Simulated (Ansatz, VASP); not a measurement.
SrO in VASP and in Ansatz

File INCAR:

```
PREC = Accurate ; ENCUT = 520
EDIFF = 1E-8 ; ISMEAR = 0
SIGMA = 0.05 ; LREAL = F
LASPH = T ; NELM = 100
ALGO = Normal ; ISIF = 2
LWAVE = F ; LCHARG = F
GGA = PS ; LEFG = T
NBANDS = 15
```

The input KPOINTS:

```
regular mesh
0
Gamma
  12 12 12
```

POSCAR

```
SrO
1.0
    0.0000000000      2.5611507977      2.5611507977
    2.5611507977      0.0000000000      2.5611507977
    2.5611507977      2.5611507977      0.0000000000
Sr O
1 1
Direct
    0.5000000000      0.5000000000      0.5000000000
    0.0000000000      0.0000000000      0.0000000000
```

Input for Ansatz:

```yaml
crystal:
  lattice:
    - [0.0, 2.5611507977, 2.5611507977]
    - [2.5611507977, 0.0, 2.5611507977]
    - [2.5611507977, 2.5611507977, 0.0]
  atoms:
    - { symbol: Sr, position: [0.5, 0.5, 0.5] }
    - { symbol: O, position: [0.0, 0.0, 0.0] }
basis:
  ecutwfc: 420
  ecutrho_ratio: 4
kpoints:
  mp_grid: { grid: [12, 12, 12] }
hamiltonian:
  xc: pbesol
scf:
  occupations: { method: gaussian, width: 0.05 }
  n_extra_bands: 20
output:
  forces: true
  stress: true
  eigenvalues: true
  optics: { de: 0.05 }
  efg: {}
```

Alike in both runs: task electric field gradients; functional PBEsol; k mesh 12 × 12 × 12; occupations gaussian, width 0.05 eV; no spin polarisation.

|  | VASP | Ansatz |
| --- | --- | --- |
| version | VASP 6.6.1 | Ansatz 0.2.0 |
| potentials or method | VASP PAW PBE potentials, release 64 (Sr_sv, O) | scalar-relativistic, plane waves, PAW |
| plane-wave cutoff (eV) | 520 | 420 |
| valence electrons in the cell | 16 | 16 |

Ansatz gave:

```
gap on the k mesh at the Fermi level (eV) : 3.20
least direct gap on the mesh (eV)         : 3.26
pressure (GPa)                            : 0.0
```

Q: What did VASP give for the same quantities?

A: gap on the k mesh at the Fermi level (eV): 3.15; least direct gap on the mesh (eV): 3.23; pressure (GPa): 0.6.

Ansatz warned: «gradients_without_spin_orbit».

Caveats: the PAW data sets were made with another functional, which shifts forces and pressure a little (VASP). Expect the measured gap to be larger: semilocal functionals such as PBEsol lack the derivative discontinuity. A k mesh can miss the band edges.
